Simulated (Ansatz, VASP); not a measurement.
**Mn: VASP beside Ansatz**

File INCAR:

```
PREC = Accurate
ENCUT = 520
EDIFF = 1E-6
ISMEAR = 0
SIGMA = 0.1
LREAL = F
LASPH = T
NELM = 150
ALGO = Normal
ISIF = 2
LWAVE = F
LCHARG = F
ISPIN = 2
MAGMOM = 4 4 4 4
LORBIT = 11
LMAXMIX = 4
GGA = PS
NBANDS = 38
```

Contents of KPOINTS:

```
Automatic mesh
0
Gamma
  9 9 2
```

Contents of POSCAR:

```
Mn
1.0
    2.7123478499      0.0000000000      0.0000000000
   -1.3561739249      2.3489621419      0.0000000000
    0.0000000000      0.0000000000      8.7478571597
Mn
4
Direct
    0.0000000000      0.0000000000      0.0000000000
    0.0000000000      0.0000000000      0.5000000000
    0.3333333333      0.6666666667      0.7500000000
    0.6666666667      0.3333333333      0.2500000000
```

Input for Ansatz:

```yaml
crystal:
  lattice:
    - [2.7123478499, 0.0, 0.0]
    - [-1.3561739249, 2.3489621419, 0.0]
    - [0.0, 0.0, 8.7478571597]
  atoms:
    - { symbol: Mn, position: [0.0, 0.0, 0.0], spin: 4.0 }
    - { symbol: Mn, position: [0.0, 0.0, 0.5], spin: 4.0 }
    - { symbol: Mn, position: [0.3333333333, 0.6666666667, 0.75], spin: 4.0 }
    - { symbol: Mn, position: [0.6666666667, 0.3333333333, 0.25], spin: 4.0 }
basis:
  ecutwfc: 420
kpoints:
  mp_grid: { grid: [9, 9, 2] }
hamiltonian:
  xc: pbesol
scf:
  occupations: { method: gaussian, width: 0.1 }
  lower_state_search: "off"
output:
  forces: true
  stress: true
  eigenvalues: true
  populations: true
magnetization:
  spin_polarized: true
```

Alike in both runs: task single point; functional PBEsol; k mesh 9 × 9 × 2; occupations gaussian, width 0.1 eV; collinear spin.

```csv
,VASP,Ansatz
version,VASP 6.6.1,Ansatz 0.2.0
potentials or method,"VASP PAW PBE potentials, release 64 (Mn_pv)","scalar-relativistic, plane waves, PAW"
plane-wave cutoff (eV),520,420
valence electrons in the cell,52,60
```

Ansatz gave:

```
gap on the k mesh at the Fermi level (eV)                     : none
pressure (GPa)                                                : -24.2
largest component of the traceless stress (GPa)               : 1.82
net moment per atom (μB)                                      : 0.31
size of the moment on the site where the two differ most (μB) : 2.84
```

Q: Estimate VASP's values.

A: gap on the k mesh at the Fermi level (eV): none; pressure (GPa): -24.0; largest component of the traceless stress (GPa): 2.24; net moment per atom (μB): 2.39; size of the moment on the site where the two differ most (μB): 2.20.

The net moments differ so much that the two runs ended in different magnetic states, which moves the other rows too. Site moments also hang on the region over which each program counts them. A gap of «none» marks a metal or a gap that the smearing closes. The two sets of potentials don't hold the same shells in valence. Ansatz warned: «seeded_moment_not_kept».

Caveats: so large a pressure means that the cell lies far from this level's equilibrium, or that cutoff or potentials fall short (VASP); the potentials were made for another functional, which shifts forces and pressure (VASP).
